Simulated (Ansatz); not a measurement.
Task: GeTe in space group R3m (No. 160; Ge on 3a, Te on 3a) is relaxed with DFT-r²SCAN in the program Ansatz with PAW potentials. What lattice parameters of the conventional cell result?

Result: a = 4.187 Å, c = 11.073 Å.

Task: Give the free coordinates with the occupied sites.

Result: In one choice of origin and axes:

| atom | site | symmetry | x | y | z |
|---|---|---|---|---|---|
| Ge | 3a | 3m | 0.0000 | 0.0000 | 0.9921 |
| Te | 3a | 3m | 0.0000 | 0.0000 | 0.5289 |

Task: Is it a metal or does it have a gap at this level?

Result: A gap of 0.59 eV, indirect.

The cell was relaxed with r²SCAN under the symmetry of its start. A crystal of weakly bound layers computed without a dispersion correction: the cell and the soft elastic constants depend strongly on that. Scalar-relativistic: spin–orbit coupling is off unless named, which matters more the heavier the elements.

Potentials: the later of the program's two PAW sets.
